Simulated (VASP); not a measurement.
## VASP 6.6.1 run: InP

INCAR

```
LREAL = .FALSE.
ISIF = 2
NBANDS = 16
ISMEAR = -4
LASPH = .TRUE.
ENCUT = 520
SIGMA = 0.01
LWAVE = .FALSE.
MAXMIX = 5
IBRION = -1
METAGGA = MS2
EDIFF = 1E-7
NELM = 81
PREC = Accurate
LCHARG = .FALSE.
NSW = 0
```

KPOINTS

```
KPOINTS created by Atomic Simulation Environment
0
Gamma
8 8 8
0 0 0
```

POSCAR

```
In P
 1.0000000000000000
     0.0000000000000000    3.0385613422000000    2.9537876370000000
     3.0385613422000000    0.0000000000000000    2.9537876370000000
     3.0385613422000000    3.0385613422000000    0.0000000000000000
 In  P
   1   1
Cartesian
  0.0000000000000000  0.0000000000000000  0.0000000000000000
  1.5192806711000000  1.5192806711000000  1.4768938185000000
```

The recommended PBE PAW datasets give the neutral cell 18 valence electrons.

Command

```
mpirun -np 1 vasp_std
```

OSZICAR

```
N       E                     dE             d eps       ncg     rms          rms(c)
DAV:   1     0.951948976835E+02    0.95195E+02   -0.74667E+03  1912   0.110E+03
DAV:   2    -0.151623495223E+02   -0.11036E+03   -0.10577E+03  2096   0.274E+02
DAV:   3    -0.216187918952E+02   -0.64564E+01   -0.64223E+01  2488   0.683E+01
DAV:   4    -0.217900862273E+02   -0.17129E+00   -0.17125E+00  2512   0.118E+01
DAV:   5    -0.217974447402E+02   -0.73585E-02   -0.73583E-02  2728   0.207E+00    0.192E+01
DAV:   6    -0.970959568406E+01    0.12088E+02   -0.18630E+01  2232   0.927E+01    0.482E+00
DAV:   7    -0.951440472324E+01    0.19519E+00   -0.11015E+00  2520   0.164E+01    0.435E+00
DAV:   8    -0.954509065172E+01   -0.30686E-01   -0.17831E-01  2464   0.583E+00    0.225E+00
DAV:   9    -0.954851968556E+01   -0.34290E-02   -0.14778E-02  2280   0.135E+00    0.601E-01
DAV:  10    -0.954703863836E+01    0.14810E-02   -0.93111E-03  2576   0.158E+00    0.101E-01
DAV:  11    -0.954722670058E+01   -0.18806E-03   -0.50733E-04  2488   0.320E-01    0.747E-02
DAV:  12    -0.954726081865E+01   -0.34118E-04   -0.36804E-05  2768   0.566E-02    0.466E-02
DAV:  13    -0.954729452342E+01   -0.33705E-04   -0.35189E-05  2384   0.521E-02    0.671E-03
DAV:  14    -0.954729327650E+01    0.12469E-05   -0.17108E-06  2528   0.148E-02    0.533E-03
DAV:  15    -0.954729324861E+01    0.27893E-07   -0.72381E-07  2464   0.666E-03
   1 F= -.95472932E+01 E0= -.95472932E+01  d E =0.000000E+00
```

From OUTCAR

```
k-points           NKPTS =     59   k-points in BZ     NKDIM =     59   number of bands    NBANDS=     16

   NELECT =      18.0000    total number of electrons

   dimension x,y,z NGX =    32 NGY =   32 NGZ =   32
   dimension x,y,z NGXF=    64 NGYF=   64 NGZF=   64

  energy-cutoff  :      520.00
  volume of cell :       54.54
      direct lattice vectors                 reciprocal lattice vectors
     0.000000000  3.038561342  2.953787637    -0.164551557  0.164551557  0.169274187
     3.038561342  0.000000000  2.953787637     0.164551557 -0.164551557  0.169274187
     3.038561342  3.038561342  0.000000000     0.164551557  0.164551557 -0.169274187

 k-points in reciprocal lattice and weights: KPOINTS created by Atomic Simulation Env
   0.00000000  0.00000000  0.00000000       0.002
   0.12500000 -0.00000000  0.00000000       0.016
   0.25000000 -0.00000000  0.00000000       0.016
   0.37500000 -0.00000000  0.00000000       0.016
   0.50000000 -0.00000000  0.00000000       0.008
   0.12500000  0.12500000  0.00000000       0.004
   0.25000000  0.12500000  0.00000000       0.016
   0.37500000  0.12500000  0.00000000       0.016
   ...

 E-fermi :   4.2291

 k-point     1 :       0.0000    0.0000    0.0000
  band No.  band energies     occupation
      1     -10.0134      2.00000
      2     -10.0133      2.00000
      3     -10.0035      2.00000
      4      -9.8701      2.00000
      5      -9.8636      2.00000
      6      -7.2217      2.00000
      7       4.0924      2.00000
      8       4.0924      2.00000
      9       4.2115      2.00000
     10       4.8120      0.00000
     11       8.5215      0.00000
     12       8.5846      0.00000
     13       8.5847      0.00000
     14      12.6168      0.00000
     15      13.6507      0.00000
     16      14.0562      0.00000

 k-point     2 :       0.1250   -0.0000    0.0000
  band No.  band energies     occupation
      1     -10.0284      2.00000
      2     -10.0073      2.00000
      3     -10.0005      2.00000
      4      -9.8703      2.00000
      5      -9.8631      2.00000
      6      -7.0601      2.00000
      7       2.6549      2.00000
      8       3.9239      2.00000
      9       4.0198      2.00000
     10       5.8123      0.00000
     11       8.5826      0.00000
     12       8.8307      0.00000
     13       8.8318      0.00000
     14      13.0496      0.00000
     15      13.2608      0.00000
     16      13.4876      0.00000

 k-point     3 :       0.2500   -0.0000    0.0000
  band No.  band energies     occupation
      1     -10.0684      2.00000
      2      -9.9942      2.00000
      3      -9.9883      2.00000
      4      -9.8695      2.00000
      5      -9.8605      2.00000
      6      -6.6156      2.00000
      7       0.8766      2.00000
      8       3.5791      2.00000
      9       3.7067      2.00000
     10       6.0736      0.00000
     11       9.1881      0.00000
     12       9.2064      0.00000
     13       9.5469      0.00000
     14      12.9218      0.00000
     15      12.9648      0.00000
     16      13.3854      0.00000

 ...

  Total       -1.3419491     -1.3419491     -0.9304494      0.0000000      0.0000000      0.0000000
  in kB      -39.4186134    -39.4186134    -27.3311597      0.0000000      0.0000000      0.0000000
  external PRESSURE =     -35.3894622 kB  Pullay stress =       0.0000000 kB

 POSITION                                       TOTAL-FORCE (eV/Angst)
 -----------------------------------------------------------------------------------
      0.00000      0.00000      0.00000        -0.000000     -0.000000      0.000000
      1.51928      1.51928      1.47689         0.000000      0.000000     -0.000000
 -----------------------------------------------------------------------------------
    total drift:                               -0.000082     -0.000082     -0.000116

  FREE ENERGIE OF THE ION-ELECTRON SYSTEM (eV)
  ---------------------------------------------------
  free  energy   TOTEN  =        -9.5472932486 eV

  energy  without entropy=       -9.5472932486  energy(sigma->0) =       -9.54729325
```

It converged. Results: gap between bands v and c on the k mesh 0.60 eV; least direct gap on the k mesh 0.60 eV; pressure -3.5 GPa. Band v is the last that the valence electrons fill when counted band by band, and c is the next.

For comparison, a separate PBE run of the intended cell, on usual settings and not on those above, gives a gap of 0.19 eV on its mesh and a pressure of -1.7 GPa.

The run above took about 57 s on one core of a shared host (Intel Xeon 6975P-C) and held 0.21 GiB at most.
